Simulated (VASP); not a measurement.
Runs of VASP 6.6.1 on NaH. It takes space group Fm-3m (No. 225, cubic). The conventional cell has a = 4.880 Å, b = 4.880 Å, c = 4.880 Å, α = 90.00°, β = 90.00°, γ = 90.00°. Na (site symmetry m-3m) is surrounded by 6 H at 2.44 Å. H (site symmetry m-3m) has 6 Na at 2.44 Å as nearest neighbours. 

| task | cell | k mesh | cutoff (eV) | smearing | gap on the mesh (eV) | pressure (GPa) | relaxed volume (Å³/atom) |
| --- | --- | --- | --- | --- | --- | --- | --- |
| single point | Fm-3m, 14.53 Å³/atom | 6 × 6 × 6 | 520 | gaussian 0.1 eV | (a) | -1.2 | - |
| single point | cell and atoms relaxed tightly for response | 8 × 8 × 8 | 520 | gaussian 0.01 eV | 3.60 | 0.0 | - |
| single point | Fm-3m, 13.75 Å³/atom | 8 × 8 × 8 | 520 | gaussian 0.02 eV | 3.60 | 0.0 | - |
| relaxation of cell and atoms | relaxed | 8 × 8 × 8 | 600 | gaussian 0.02 eV | 3.60 | 0.0 | 13.76 |
| relaxation of cell and atoms | relaxed from: cell and atoms relaxed tightly for response | 8 × 8 × 8 | 600 | gaussian 0.01 eV | 3.60 | 0.0 | 13.75 |

Alike in all rows: level PBEsol; potentials or basis VASP PAW PBE potentials, release 64 (Na_pv, H); no spin polarisation.

Problem. Estimate the missing entries.

Solution. (a) 3.57.

Caveats: the PAW data sets were made with another functional, which shifts forces and pressure a little.

A k mesh can miss the band edges.
